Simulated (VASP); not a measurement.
# CdS (Hawleyite) (F-43m) in VASP: notebook, part 2 of 2

VASP 6.6.1. The steps go on from the part before.

## Step 3: Dielectric tensor, LDA

Input file INCAR:

```
  ALGO = Normal
  EDIFF = 1E-6
  ENCUT = 400
  GGA = CA
  ISIF = 2
  ISMEAR = 0
  LASPH = True
  LCHARG = False
  LEPSILON = True
  LREAL = False
  LWAVE = False
  NELM = 100
  PREC = Accurate
  SIGMA = 0.01
```

Input file KPOINTS:

```
k-points
0
Gamma
  9 9 9
```

Input file POSCAR:

```
CdS
1.0
    0.0000000000      2.9165000000      2.9165000000
    2.9165000000      0.0000000000      2.9165000000
    2.9165000000      2.9165000000      0.0000000000
Cd S
1 1
Direct
    0.0000000000      0.0000000000      0.0000000000
    0.7500000000      0.7500000000      0.7500000000
```

Potentials or basis: VASP PAW LDA potentials, release 64 (Cd, S).

Started as:

```
> cat potpaw_LDA.64/Cd/POTCAR potpaw_LDA.64/S/POTCAR > POTCAR
> mpirun -np 1 vasp_std > vasp.out
```

OUTCAR:

```text
EDIFF = 1E-6
   ENCUT = 400
   GGA = CA
   ISIF = 2
   ISMEAR = 0
   LASPH = True
   LEPSILON = True
   LREAL = False
   NELM = 100
   PREC = Accurate

 Found     35 irreducible k-points:

 Following reciprocal coordinates:
            Coordinates               Weight
  0.000000  0.000000  0.000000      1.000000
  0.111111  0.000000  0.000000      8.000000
  0.222222  0.000000  0.000000      8.000000
  0.333333  0.000000  0.000000      8.000000
  0.444444  0.000000  0.000000      8.000000
  0.111111  0.111111  0.000000      6.000000
   k-points           NKPTS =     35   k-points in BZ     NKDIM =     35   number of bands    NBANDS=     13
   number of dos      NEDOS =    301   number of ions     NIONS =      2
   total plane-waves  NPLWV =  21952
   dimension x,y,z NGX =    28 NGY =   28 NGZ =   28
   dimension x,y,z NGXF=    56 NGYF=   56 NGZF=   56
   ions per type =               1   1
   NGX,Y,Z   is equivalent  to a cutoff of  11.29, 11.29, 11.29 a.u.
   NGXF,Y,Z  is equivalent  to a cutoff of  22.57, 22.57, 22.57 a.u.
 SYSTEM =  unknown system
   PREC   = accura    normal or accurate (medium, high low for compatibility)
   ISTART =      0    job   : 0-new  1-cont  2-samecut
   ICHARG =      2    charge: 1-file 2-atom 10-const
   ISPIN  =      1    spin polarized calculation?
   LNONCOLLINEAR =      F non collinear calculations
   LSORBIT =      F    spin-orbit coupling
   LASPH  =      T    aspherical Exc in radial PAW
   ENCUT  =  400.0 eV  29.40 Ry    5.42 a.u.   6.73  6.73  6.73*2*pi/ulx,y,z
   NELM   =    100;   NELMIN=  2; NELMDL= -5     # of ELM steps
   EDIFF  = 0.1E-05   stopping-criterion for ELM
[... 12 lines left out ...]
   EMIN   =  10.00;   EMAX   =-10.00  energy-range for DOS
   EFERMI =   0.00;   METHOD = LEGACY
   ISMEAR =     0;   SIGMA  =   0.01  broadening in eV -4-tet -1-fermi 0-gaus
   EFERMI_NEDOS =   21; number of points for ismear=-14 and -15
   IALGO  =     38    algorithm
   IMIX   =      4    mixing-type and parameters
     AMIX     =   0.40;   BMIX     =  1.00
     AMIX_MAG =   1.60;   BMIX_MAG =  1.00
  volume/ion in A,a.u.               =      24.81       167.41
  Fermi-wavevector in a.u.,A,eV,Ry     =   1.167599  2.206442 18.548649  1.363287
  Thomas-Fermi vector in A             =   2.304097
   LORBIT       =      0    0 simple, 1 ext, 2 COOP (PROOUT), +10 PAW based schemes
   GGA     = CA    functional components
   LHFCALC =     F    Hartree Fock is set to
   AEXX    =    0.0000 exact exchange contribution
   IVDW    =     0    specifies the selected vdW correction
   LEPSILON=     T    determine dielectric tensor
   LRPA    =     F    only Hartree local field effects (RPA)
 non-spin polarized calculation
 Gauss-broadening in eV      SIGMA  =   0.01
  energy-cutoff  :      400.00
  volume of cell :       49.62
 maximum number of plane-waves:       914
   NGX = 13   NGY = 13   NGZ = 13

--------------------------------------- Ionic step        1  -------------------------------------------

 number of electron      17.9999989 magnetization

 E-fermi :   1.1673     XC(G=0):  -9.5865

 val. band max:        1.1276484033   @ k =   0.0000   0.0000   0.0000
 cond. band min:       2.0182778277   @ k =   0.0000   0.0000   0.0000
 fundamental gap:      0.8906294244
 Fermi energy:         1.1672957315

[... 94 lines left out ...]
     13       7.8547      0.00000

 [... further k-points ...]

  FORCE on cell =-STRESS in cart. coord.  units (eV):
  Direction    XX          YY          ZZ          XY          YZ          ZX
  --------------------------------------------------------------------------------------
  -------------------------------------------------------------------------------------
  Total       -0.7406552     -0.7406552     -0.7406552      0.0000000      0.0000000      0.0000000
  in kB      -23.9172200    -23.9172200    -23.9172200      0.0000000      0.0000000      0.0000000
  external PRESSURE =     -23.9172200 kB  Pullay stress =       0.0000000 kB

 VOLUME and BASIS-vectors are now :
 -----------------------------------------------------------------------------
  energy-cutoff  :      400.00
  volume of cell :       49.62
      direct lattice vectors                 reciprocal lattice vectors
     0.000000000  2.916500000  2.916500000    -0.171438368  0.171438368  0.171438368
     2.916500000  0.000000000  2.916500000     0.171438368 -0.171438368  0.171438368
     2.916500000  2.916500000  0.000000000     0.171438368  0.171438368 -0.171438368

 POSITION                                       TOTAL-FORCE (eV/Angst)
 -----------------------------------------------------------------------------------
      0.00000      0.00000      0.00000         0.000000      0.000000      0.000000
      4.37475      4.37475      4.37475        -0.000000     -0.000000     -0.000000
 -----------------------------------------------------------------------------------
    total drift:                               -0.000000     -0.000000      0.000000

  FREE ENERGIE OF THE ION-ELECTRON SYSTEM (eV)
  ---------------------------------------------------
  free  energy   TOTEN  =        -7.3958060045 eV

  energy  without entropy=       -7.3958060045  energy(sigma->0) =       -7.39580600

 HEAD OF MICROSCOPIC STATIC DIELECTRIC TENSOR (INDEPENDENT PARTICLE, excluding Hartree and local field effects)
 ------------------------------------------------------
           7.661541     0.000000     0.000000
           0.000000     7.661541     0.000000
           0.000000     0.000000     7.661541
 ------------------------------------------------------

 Free energy of the ion-electron system (eV)
  ---------------------------------------------------
  ---------------------------------------------------
  free energy    TOTEN  =        -0.89284383 eV

  energy without entropy =       -0.89284383

------------------------ aborting loop because EDIFF is reached ----------------------------------------

--------------------------------------- Ionic step        2  -------------------------------------------

------------------------ aborting loop because EDIFF is reached ----------------------------------------

--------------------------------------- Ionic step        3  -------------------------------------------

 Free energy of the ion-electron system (eV)
  ---------------------------------------------------
  ---------------------------------------------------
  free energy    TOTEN  =        -0.89284383 eV

  energy without entropy =       -0.89284383

------------------------ aborting loop because EDIFF is reached ----------------------------------------

 PIEZOELECTRIC TENSOR FIELD DIRECTION 3  (e Angst)
 -----------------------------------------------------------------------------
    -0.00138  1.99862  0.00000           (  0.00000 -0.03143  0.00000)
     1.99862 -0.00138  0.00000           ( -0.03143  0.00000  0.00000)
     0.00000  0.00000  0.00053           (  0.00000  0.00000 -0.00000)

 PIEZOELECTRIC TENSOR FIELD DIRECTION 3  (C/m^2)
 -----------------------------------------------------------------------------
    -0.00045  0.64539  0.00000
     0.64539 -0.00045  0.00000
     0.00000  0.00000  0.00017

 MACROSCOPIC STATIC DIELECTRIC TENSOR (including local field effects in DFT)
 ------------------------------------------------------
           7.218037     0.000000     0.000000
           0.000000     7.218037    -0.000000
           0.000000     0.000000     7.218037
 ------------------------------------------------------

 PIEZOELECTRIC TENSOR (including local field effects)  for field in x, y, z        (e  Angst)
          XX          YY          ZZ          XY          YZ          ZX
  --------------------------------------------------------------------------------
  x     0.00000    -0.00000    -0.00000     0.00000     2.01438     0.00000
  y     0.00000    -0.00000     0.00000     0.00000     0.00000     2.01438
  z    -0.00000    -0.00000    -0.00000     2.01438     0.00000     0.00000

 PIEZOELECTRIC TENSOR (including local field effects)  for field in x, y, z        (C/m^2)
          XX          YY          ZZ          XY          YZ          ZX
  --------------------------------------------------------------------------------
  x     0.00000    -0.00000    -0.00000     0.00000     0.65048     0.00000
  y     0.00000    -0.00000     0.00000     0.00000     0.00000     0.65048
  z    -0.00000    -0.00000    -0.00000     0.65048     0.00000     0.00000

 BORN EFFECTIVE CHARGES (including local field effects) (in |e|, cummulative output)
 ---------------------------------------------------------------------------------
 ion    1
    1     2.20569     0.00000     0.00000
    2     0.00000     2.20569     0.00000
    3     0.00000     0.00000     2.20569
 ion    2
    1    -2.20569     0.00000     0.00000
    2     0.00000    -2.20569     0.00000
    3     0.00000     0.00000    -2.20569
```

OSZICAR:

```text
N       E                     dE             d eps       ncg     rms          rms(c)
DAV:   1     0.955981414344E+02    0.95598E+02   -0.80438E+03   934   0.102E+03
DAV:   2    -0.374934925707E+01   -0.99347E+02   -0.95565E+02  1055   0.279E+02
DAV:   3    -0.788289154015E+01   -0.41335E+01   -0.41240E+01  1080   0.591E+01
[... 14 lines left out ...]
RMM:   3    -0.871812444357E+00    0.41045E-01   -0.42979E-02  5066   0.108E+00    0.854E-01
RMM:   4    -0.881521661894E+00   -0.97092E-02   -0.33495E-02  5252   0.977E-01    0.204E-01
RMM:   5    -0.891199392748E+00   -0.96777E-02   -0.12673E-03  5206   0.237E-01    0.356E-02
RMM:   6    -0.892703477859E+00   -0.15041E-02   -0.60942E-05  5313   0.530E-02    0.163E-02
RMM:   7    -0.892788314838E+00   -0.84837E-04   -0.36532E-06  5383   0.146E-02    0.203E-03
RMM:   8    -0.892843996596E+00   -0.55682E-04   -0.23858E-07  4972   0.319E-03    0.759E-04
RMM:   9    -0.892843828725E+00    0.16787E-06    0.10517E-06  3609   0.965E-04    0.348E-04
```

stdout:

```text
POSCAR found type information on POSCAR CdS
 POSCAR found :  2 types and       2 ions
 scaLAPACK will be used
 LDA part: xc-table for (Slater(with rela. corr.)+CA(PZ))
 , standard interpolation
 POSCAR, INCAR and KPOINTS ok, starting setup
 FFT: planning ... GRIDC
 FFT: planning ... GRID_SOFT
 FFT: planning ... GRID
 WAVECAR not read
 entering main loop
 Linear response reoptimize wavefunctions to high precision
 Linear response G [H, r] |phi>, progress :
  Direction:   1
 Linear response G [H, r] |phi>, progress :
  Direction:   2
 Linear response G [H, r] |phi>, progress :
  Direction:   3
 Linear response to external field (no local field effect), progress :
  Direction:   1
 dielectric tensor                  component  1 :     8.451     2.854     0.865
 Linear response to external field (no local field effect), progress :
  Direction:   2
 dielectric tensor                  component  2 :     2.854     8.873    -1.210
 Linear response to external field (no local field effect), progress :
  Direction:   3
 dielectric tensor                  component  3 :     0.868    -1.211     5.661
 Linear response to external field, progress :
  Direction:   1
 dielectric tensor                  component  1 :     7.218     1.260     0.603
 Linear response to external field, progress :
  Direction:   2
 dielectric tensor                  component  2 :     1.205     7.218     0.409
 Linear response to external field, progress :
  Direction:   3
 dielectric tensor                  component  3 :     0.947     0.915     7.218
 Born effective charges drift removed
```

It took 2 min on 1 thread of Intel Xeon Platinum 8488C (Sapphire Rapids), shared host; peak memory 0.26 GiB.

The run converged, but some of its settings lie outside the range that counts as converged, so its numbers aren't taken as properties of the crystal.

What came out:

```
Band gap on the k mesh                  : 0.89 eV, direct
Electronic dielectric tensor (diagonal) : 7.22
Born charges (mean of the diagonal)     : Cd +2.21; S -2.21 e
```
